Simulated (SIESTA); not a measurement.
CdSe (Cadmoselite):

```
Cd Se
1.0
     4.30000    0.00000    0.00000
    -2.15000    3.72391    0.00000
     0.00000    0.00000    7.02000
Cd Se
2 2
Direct
  0.66667 0.33333 0.50000
  0.33333 0.66667 0.00000
  0.66667 0.33333 0.88500
  0.33333 0.66667 0.38500
```

Base run:

| Quantity | Value |
| --- | --- |
| Program | SIESTA 5.4.2 |
| Functional | PBE |
| Potentials or basis | SPMS 1.0 (PBE files) or PseudoDojo by element |
| Basis | DZP (energy shift 0.003 Ry; two zetas on semicore shells) |
| Grid cutoff | 800 Ry |
| Energy shift | 0.003 Ry |
| k mesh | 7 × 7 × 4 |
| Occupations | fermi-dirac, width 0.05 eV |
| Spin | no spin polarisation |

Its results: band gap on the k mesh 1.36 eV, direct; pressure 3.7 GPa; largest force 0.371 eV/Å.

The run is repeated on the same cell with these changes: potentials or basis from SPMS 1.0 (PBE files) or PseudoDojo by element to PseudoDojo 0.4 stringent (PBE files); valence electrons from 72 to 88. What comes out?

Band gap on the k mesh 1.24 eV, direct; pressure 2.6 GPa; largest force 0.328 eV/Å.

Caveats: short orbitals over semicore shells can move pressures by several GPa; the valence orbitals were made in a potential fitted to the semicore shell under them, which widens gaps by tenths of an eV or more; an odd mesh through Γ misses points on the zone boundary, where band edges often lie; the basis of atomic orbitals isn't converged, which shifts pressures, moduli and gaps.
